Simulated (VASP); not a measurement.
# SrCl2 (Fm-3m) in VASP: single point with r2SCAN

Aim: the single point of SrCl2 with r2SCAN.

Program: VASP 6.6.1. These are calculated values, not measurements. Logs are shortened: lines on timing, memory, paths and dates and some standing lists are left out, and cuts for length are marked.

### Step 1. Starting point

Symmetry: Fm-3m, No. 225, cubic system. Conventional cell: a = 6.971 Å, b = 6.971 Å, c = 6.971 Å, α = 90.00°, β = 90.00°, γ = 90.00°. Around Sr (site symmetry m-3m) lie 8 Cl at 3.02 Å. Cl (site symmetry -43m) has 4 Sr at 3.02 Å as nearest neighbours.

### Step 2. Single point, r2SCAN

File POSCAR:

```
SrCl2
1.0
    0.0000000000      3.4855000000      3.4855000000
    3.4855000000      0.0000000000      3.4855000000
    3.4855000000      3.4855000000      0.0000000000
Sr Cl
1 2
Direct
    0.0000000000      0.0000000000      0.0000000000
    0.2500000000      0.2500000000      0.2500000000
    0.7500000000      0.7500000000      0.7500000000
```

File INCAR.step1:

```
ALGO = Normal
EDIFF = 1E-4
ENCUT = 520
GGA = PE
ISMEAR = 0
LASPH = True
LCHARG = False
LREAL = False
LWAVE = True
NBANDS = 19
NELM = 100
PREC = Accurate
SIGMA = 0.1
```

File INCAR.step2:

```
ALGO = Normal
EDIFF = 1E-6
ENCUT = 520
ISIF = 2
ISMEAR = 0
ISTART = 1
LASPH = True
LCHARG = False
LMIXTAU = True
LREAL = False
LWAVE = False
METAGGA = R2SCAN
NBANDS = 19
NELM = 100
PREC = Accurate
SIGMA = 0.1
```

File KPOINTS:

```
k-points
0
Gamma
  4 4 4
```

Potentials or basis: VASP PAW PBE potentials, release 64 (Sr_sv, Cl).

Command:

```bash
> cat potpaw_PBE.64/Sr_sv/POTCAR potpaw_PBE.64/Cl/POTCAR > POTCAR
> cp INCAR.step1 INCAR
> mpirun -np 1 vasp_std > vasp.out
> cp INCAR.step2 INCAR
> mpirun -np 1 vasp_std > vasp.out
```

OUTCAR:

```text
EDIFF = 1E-6
   ENCUT = 520
   ISIF = 2
   ISMEAR = 0
   ISTART = 1
   LASPH = True
   LREAL = False
   METAGGA = R2SCAN
   NELM = 100
   PREC = Accurate

 ion  position               nearest neighbor table
   1  0.000  0.000  0.000-   3 3.02   3 3.02   3 3.02   2 3.02   3 3.02   2 3.02   2 3.02   2 3.02

   2  0.250  0.250  0.250-   1 3.02   1 3.02   1 3.02   1 3.02
   3  0.750  0.750  0.750-   1 3.02   1 3.02   1 3.02   1 3.02

  LATTYP: Found a face centered cubic cell.
 ALAT       =     6.9710000000

  Lattice vectors:

 A1 = (   0.0000000000,   3.4855000000,   3.4855000000)
 A2 = (   3.4855000000,   0.0000000000,   3.4855000000)
 A3 = (   3.4855000000,   3.4855000000,   0.0000000000)

Analysis of symmetry for initial positions (statically):
=====================================================================
 Subroutine PRICEL returns:
 Original cell was already a primitive cell.

 Routine SETGRP: Setting up the symmetry group for a
 face centered cubic supercell.

 Subroutine GETGRP returns: Found 48 space group operations
 (whereof 48 operations were pure point group operations)
 out of a pool of 48 trial point group operations.

The static configuration has the point symmetry O_h .

Analysis of symmetry for dynamics (positions and initial velocities):
=====================================================================
 Subroutine PRICEL returns:
 Original cell was already a primitive cell.

 Routine SETGRP: Setting up the symmetry group for a
 face centered cubic supercell.

 Subroutine GETGRP returns: Found 48 space group operations
 (whereof 48 operations were pure point group operations)
 out of a pool of 48 trial point group operations.

The dynamic configuration has the point symmetry O_h .

 Subroutine INISYM returns: Found 48 space group operations
 (whereof 48 operations are pure point group operations),
 and found     1 'primitive' translations

----------------------------------------------------------------------------------------

                                     Primitive cell

  volume of cell :      84.6887

  direct lattice vectors                    reciprocal lattice vectors
     0.000000000  3.485500000  3.485500000    -0.143451442  0.143451442  0.143451442
     3.485500000  0.000000000  3.485500000     0.143451442 -0.143451442  0.143451442
     3.485500000  3.485500000  0.000000000     0.143451442  0.143451442 -0.143451442

  length of vectors
     4.929241372  4.929241372  4.929241372     0.248465185  0.248465185  0.248465185

  position of ions in fractional coordinates (direct lattice)
     0.000000000  0.000000000  0.000000000
     0.250000000  0.250000000  0.250000000
     0.750000000  0.750000000  0.750000000

  ion indices of the primitive-cell ions
   primitive index   ion index
                 1           1
                 2           2
                 3           3

----------------------------------------------------------------------------------------

 KPOINTS: k-points

Automatic generation of k-mesh.
 Grid dimensions read from file:
 generate k-points for:    4    4    4

 Generating k-lattice:

  Cartesian coordinates                     Fractional coordinates (reciprocal lattice)
    -0.035862860  0.035862860  0.035862860     0.250000000  0.000000000  0.000000000
     0.035862860 -0.035862860  0.035862860     0.000000000  0.250000000  0.000000000
     0.035862860  0.035862860 -0.035862860     0.000000000  0.000000000  0.250000000

  Length of vectors
     0.062116296  0.062116296  0.062116296

  Shift w.r.t. Gamma in fractional coordinates (k-lattice)
     0.000000000  0.000000000  0.000000000

 Subroutine IBZKPT returns following result:
 ===========================================

 Found      8 irreducible k-points:

 Following reciprocal coordinates:
            Coordinates               Weight
  0.000000  0.000000  0.000000      1.000000
  0.250000  0.000000  0.000000      8.000000
  0.500000  0.000000  0.000000      4.000000
  0.250000  0.250000  0.000000      6.000000
  0.500000  0.250000  0.000000     24.000000
 -0.250000  0.250000  0.000000     12.000000
  0.500000  0.500000  0.000000      3.000000
 -0.250000  0.500000  0.250000      6.000000
   k-points           NKPTS =      8   k-points in BZ     NKDIM =      8   number of bands    NBANDS=     19
   number of dos      NEDOS =    301   number of ions     NIONS =      3
   total plane-waves  NPLWV =  64000
   dimension x,y,z NGX =    40 NGY =   40 NGZ =   40
   dimension x,y,z NGXF=    80 NGYF=   80 NGZF=   80
   ions per type =               1   2
   NGX,Y,Z   is equivalent  to a cutoff of  13.49, 13.49, 13.49 a.u.
   NGXF,Y,Z  is equivalent  to a cutoff of  26.98, 26.98, 26.98 a.u.
 SYSTEM =  unknown system
   PREC   = accura    normal or accurate (medium, high low for compatibility)
   ISTART =      1    job   : 0-new  1-cont  2-samecut
   ICHARG =      0    charge: 1-file 2-atom 10-const
   ISPIN  =      1    spin polarized calculation?
   LNONCOLLINEAR =      F non collinear calculations
   LSORBIT =      F    spin-orbit coupling
   LASPH  =      T    aspherical Exc in radial PAW
   ENCUT  =  520.0 eV  38.22 Ry    6.18 a.u.   9.17  9.17  9.17*2*pi/ulx,y,z
   NELM   =    100;   NELMIN=  2; NELMDL=  0     # of ELM steps
   EDIFF  = 0.1E-05   stopping-criterion for ELM
   LREAL  =      F    real-space projection
   EDIFFG = 0.1E-04   stopping-criterion for IOM
   NSW    =      0    number of steps for IOM
   IBRION =     -1    ionic relax: 0-MD 1-quasi-New 2-CG
   NFREE  =      0    steps in history (QN), initial steepest desc. (CG)
   ISIF   =      2    stress and relaxation
   ISYM   =      2    0-nonsym 1-usesym 2-fastsym
   POTIM  = 0.5000    time-step for ionic-motion
   TEBEG  =    0.0;   TEEND  =   0.0 temperature during run
   PSTRESS=    0.0 pullay stress
   NELECT =      24.0000    total number of electrons
   NUPDOWN=      -1.0000    fix difference up-down
   EMIN   =  10.00;   EMAX   =-10.00  energy-range for DOS
   EFERMI =   0.00;   METHOD = LEGACY
   ISMEAR =     0;   SIGMA  =   0.10  broadening in eV -4-tet -1-fermi 0-gaus
   EFERMI_NEDOS =   21; number of points for ismear=-14 and -15
   IALGO  =     38    algorithm
   IMIX   =      4    mixing-type and parameters
     AMIX     =   0.40;   BMIX     =  1.00
     AMIX_MAG =   1.60;   BMIX_MAG =  1.00
  volume/ion in A,a.u.               =      28.23       190.50
  Fermi-wavevector in a.u.,A,eV,Ry     =   1.075318  2.032056 15.732530  1.156308
  Thomas-Fermi vector in A             =   2.211171
   LORBIT       =      0    0 simple, 1 ext, 2 COOP (PROOUT), +10 PAW based schemes
   METAGGA = R2SCAN    functional components
   LHFCALC =     F    Hartree Fock is set to
   AEXX    =    0.0000 exact exchange contribution
   IVDW    =     0    specifies the selected vdW correction
   LEPSILON=     F    determine dielectric tensor
   LRPA    =     F    only Hartree local field effects (RPA)
 non-spin polarized calculation
 Gauss-broadening in eV      SIGMA  =   0.10
  energy-cutoff  :      520.00
  volume of cell :       84.69
 maximum number of plane-waves:      2284
 NGX is ok and might be reduce to    40
   NGX = 19   NGY = 19   NGZ = 19

 number of electron      24.0000003 magnetization

 Free energy of the ion-electron system (eV)
  ---------------------------------------------------
  ext. energy  EPLUGINS =         0.00000000
  ---------------------------------------------------
  free energy    TOTEN  =       -35.69526123 eV

  energy without entropy =      -35.69526123  energy(sigma->0) =      -35.69526123

 E-fermi :   0.2713     XC(G=0):  -8.7790

 val. band max:       -0.2045555048   @ k =   0.5000   0.5000   0.0000
 cond. band min:       5.7717922713   @ k =   0.0000   0.0000   0.0000
 fundamental gap:      5.9763477761
 Fermi energy:         0.2713168310

 k-point     1 :       0.0000    0.0000    0.0000
  band No.  band energies     occupation
      1     -34.1465      2.00000
      2     -15.5175      2.00000
      3     -15.5175      2.00000
      4     -15.5175      2.00000
      5     -14.1000      2.00000
      6     -13.2201      2.00000
      7      -2.3639      2.00000
      8      -2.3639      2.00000
      9      -2.3639      2.00000
     10      -0.5539      2.00000
     11      -0.5539      2.00000
     12      -0.5539      2.00000
     13       5.7718      0.00000
     14       6.4833      0.00000
     15       6.4833      0.00000
     16       9.4242      0.00000
     17       9.4242      0.00000
     18       9.4242      0.00000
     19       9.8784      0.00000

 k-point     2 :       0.2500    0.0000    0.0000
  band No.  band energies     occupation
      1     -34.1448      2.00000
      2     -15.7018      2.00000
      3     -15.5245      2.00000
      4     -15.5245      2.00000
      5     -13.8019      2.00000
      6     -13.3204      2.00000
      7      -2.1435      2.00000
      8      -2.1435      2.00000
      9      -1.9950      2.00000
     10      -1.1222      2.00000
     11      -0.8602      2.00000
     12      -0.8602      2.00000
     13       6.8184      0.00000
     14       6.8643      0.00000
     15       6.8643      0.00000
     16       8.3007      0.00000
     17       9.1307      0.00000
     18       9.1308      0.00000
     19      10.1130      0.00000

 k-point     3 :       0.5000    0.0000    0.0000
  band No.  band energies     occupation
      1     -34.1431      2.00000
      2     -15.8343      2.00000
      3     -15.5314      2.00000
      4     -15.5314      2.00000
      5     -13.6883      2.00000
      6     -13.2752      2.00000
      7      -1.7895      2.00000
      8      -1.7895      2.00000
      9      -1.6935      2.00000
     10      -1.5542      2.00000
     11      -1.2761      2.00000
     12      -1.2761      2.00000
     13       7.0904      0.00000
     14       7.0904      0.00000
     15       8.0295      0.00000
     16       8.0590      0.00000
     17       9.1506      0.00000
     18       9.1506      0.00000
     19       9.4760      0.00000

 k-point     4 :       0.2500    0.2500    0.0000
  band No.  band energies     occupation
      1     -34.1442      2.00000
      2     -15.7450      2.00000
      3     -15.5341      2.00000
      4     -15.5341      2.00000
      5     -13.6708      2.00000
      6     -13.3831      2.00000
      7      -2.2707      2.00000
      8      -2.2706      2.00000
      9      -1.9434      2.00000
     10      -1.4134      2.00000
     11      -0.5425      2.00000
     12      -0.5425      2.00000
     13       6.4240      0.00000
     14       7.0592      0.00000
     15       7.1562      0.00000
     16       8.5634      0.00000
     17       8.5634      0.00000
     18       9.0322      0.00000
     19       9.6223      0.00000

 k-point     5 :       0.5000    0.2500    0.0000
  band No.  band energies     occupation
      1     -34.1425      2.00000
      2     -15.8121      2.00000
      3     -15.6180      2.00000
      4     -15.5411      2.00000
      5     -13.5105      2.00000
      6     -13.3638      2.00000
      7      -2.5286      2.00000
      8      -2.1397      2.00000
      9      -2.0162      2.00000
     10      -0.8857      2.00000
     11      -0.7909      2.00000
     12      -0.6744      2.00000
     13       6.3784      0.00000
     14       7.4772      0.00000
     15       7.8845      0.00000
     16       8.1127      0.00000
     17       8.7018      0.00000
     18       9.4804      0.00000
     19      10.1801      0.00000

 k-point     6 :      -0.2500    0.2500    0.0000
  band No.  band energies     occupation
      1     -34.1431      2.00000
      2     -15.7526      2.00000
      3     -15.6393      2.00000
      4     -15.5315      2.00000
      5     -13.5411      2.00000
      6     -13.3916      2.00000
      7      -2.4250      2.00000
      8      -1.8906      2.00000
      9      -1.5876      2.00000
     10      -1.4997      2.00000
     11      -1.2819      2.00000
     12      -0.4790      2.00000
     13       6.5542      0.00000
     14       7.2440      0.00000
     15       7.6188      0.00000
     16       8.4202      0.00000
     17       9.0655      0.00000
     18       9.1690      0.00000
     19      10.2986      0.00000

 k-point     7 :       0.5000    0.5000    0.0000
  band No.  band energies     occupation
      1     -34.1420      2.00000
      2     -15.9056      2.00000
      3     -15.5507      2.00000
      4     -15.5507      2.00000
      5     -13.5352      2.00000
      6     -13.2892      2.00000
      7      -2.9945      2.00000
      8      -2.1305      2.00000
      9      -2.1305      2.00000
     10      -0.6066      2.00000
     11      -0.6066      2.00000
     12      -0.2046      2.00000
     13       5.7840      0.00000
     14       7.5904      0.00000
     15       8.0201      0.00000
     16       8.5110      0.00000
     17       8.5110      0.00000
     18       9.2235      0.00000
     19      10.6271      0.00000

 k-point     8 :      -0.2500    0.5000    0.2500
  band No.  band energies     occupation
      1     -34.1420      2.00000
      2     -15.7401      2.00000
      3     -15.7401      2.00000
      4     -15.5511      2.00000
      5     -13.4004      2.00000
      6     -13.4004      2.00000
      7      -2.6963      2.00000
      8      -2.4864      2.00000
      9      -1.4411      2.00000
     10      -1.4411      2.00000
     11      -0.5129      2.00000
     12      -0.3121      2.00000
     13       6.4799      0.00000
     14       7.4183      0.00000
     15       7.7487      0.00000
     16       7.7487      0.00000
     17       8.6412      0.00000
     18      10.1891      0.00000
     19      10.8895      0.00000

------------------------ aborting loop because EDIFF is reached ----------------------------------------

  FORCE on cell =-STRESS in cart. coord.  units (eV):
  Direction    XX          YY          ZZ          XY          YZ          ZX
  --------------------------------------------------------------------------------------
  -------------------------------------------------------------------------------------
  Total        0.2261507      0.2261507      0.2261507      0.0000000      0.0000000     -0.0000000
  in kB        4.2784183      4.2784183      4.2784183      0.0000000      0.0000000     -0.0000000
  external PRESSURE =       4.2784183 kB  Pullay stress =       0.0000000 kB

 VOLUME and BASIS-vectors are now :
 -----------------------------------------------------------------------------
  energy-cutoff  :      520.00
  volume of cell :       84.69
      direct lattice vectors                 reciprocal lattice vectors
     0.000000000  3.485500000  3.485500000    -0.143451442  0.143451442  0.143451442
     3.485500000  0.000000000  3.485500000     0.143451442 -0.143451442  0.143451442
     3.485500000  3.485500000  0.000000000     0.143451442  0.143451442 -0.143451442

 POSITION                                       TOTAL-FORCE (eV/Angst)
 -----------------------------------------------------------------------------------
      0.00000      0.00000      0.00000         0.000000     -0.000000      0.000000
      1.74275      1.74275      1.74275        -0.000000      0.000000     -0.000000
      5.22825      5.22825      5.22825         0.000000      0.000000      0.000000
 -----------------------------------------------------------------------------------
    total drift:                               -0.000000     -0.000000      0.000000

  FREE ENERGIE OF THE ION-ELECTRON SYSTEM (eV)
  ---------------------------------------------------
  free  energy   TOTEN  =       -35.6952612331 eV

  energy  without entropy=      -35.6952612331  energy(sigma->0) =      -35.69526123
```

Run time: 46 s. Hardware: 1 thread of Intel Xeon Platinum 8488C (Sapphire Rapids), shared host; peak memory 0.25 GiB.

What came out:

```yaml
Free_energy: -35.6953 eV
Pressure: 0.4 GPa
Band_gap_on_the_k_mesh: 5.98 eV, indirect (least direct gap 5.99 eV)
```

Caveat: the PAW data sets were made with another functional, which shifts forces and pressure a little. r2SCAN opens gaps a little over a GGA but as a rule still falls short of measured ones.
